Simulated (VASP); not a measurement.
Wanted: the native input for a VASP 6.6.1 run.

- Task: work function
- Functional: PBE
- Potentials or basis: VASP PAW PBE potentials, release 64 (Al)
- Cutoff: 520 eV
- k mesh: 9 × 4 × 1
- Occupations: methfessel-paxton, width 0.1 eV
- Spin: no spin polarisation
- Dipole correction: yes
- Further INCAR settings: ALGO = Fast; EDIFF = 1e-07

The structure of Al lies in POSCAR:

```
Al                                      
1.0
    3.8668983000      0.0000000000      0.0000000000
   -1.9334491000     10.0464965000      0.0000000000
    0.0000000000      0.0000000000     27.0674611300
  Al            
    15
Direct
     0.0000000000000000    0.0000000000000000    0.4213272361510165
     0.3999999999999986    0.7999999999999972    0.4213272361510165
     0.7999999999999972    0.6000000000000014    0.4213272361510165
     0.2000000000000028    0.3999999999999986    0.4213272361510165
     0.6000000000000014    0.2000000000000028    0.4213272361510165
     0.8999999999999986    0.7999999999999972    0.5000000000000000
     0.2999999999999972    0.6000000000000014    0.5000000000000000
     0.7000000000000028    0.3999999999999986    0.5000000000000000
     0.1000000000000014    0.2000000000000028    0.5000000000000000
     0.5000000000000000    1.0000000000000000    0.5000000000000000
     0.7999999999999972    0.6000000000000014    0.5786727638489835
     0.2000000000000028    0.3999999999999986    0.5786727638489835
     0.6000000000000014    0.2000000000000028    0.5786727638489835
     1.0000000000000000    1.0000000000000000    0.5786727638489835
     0.3999999999999986    0.7999999999999972    0.5786727638489835
```

The cell was built by a generator and needn't be a form met in nature.

These files were run (other wordings do the same):

INCAR

```
SYSTEM = Al
ALGO = Fast ; DIPOL = 0.5 0.5 0.500
EDIFF = 1E-7 ; ENCUT = 520
GGA = PE ; IDIPOL = 3
ISIF = 2 ; ISMEAR = 1
KPAR = 4 ; LASPH = .TRUE.
LCHARG = .TRUE. ; LDIPOL = .TRUE.
LREAL = .FALSE. ; LVACPOTAV = .TRUE.
LVHAR = .TRUE. ; LWAVE = .FALSE.
NELM = 100 ; PREC = Accurate
SIGMA = 0.1
```

KPOINTS

```
k-points
0
G
  9 4 1
  0 0 0
```

Potentials or basis: VASP PAW PBE potentials, release 64 (Al).

Command:

```bash
$ cat potpaw_PBE.64/Al/POTCAR > POTCAR
$ mpirun -np 4 vasp_std > vasp.out
```

It gave:

```
Largest force                   : 0.004 eV/Å
Band gap on the k mesh          : none (metal or under the smearing width)
Work function of the upper face : 4.32 eV
Work function of the lower face : 4.32 eV
```

It took 6.7 min on 4 MPI ranks on Intel(R) Xeon(R) Platinum 8488C (Sapphire Rapids), with other jobs on the host, peak memory 1.2 GiB a rank.
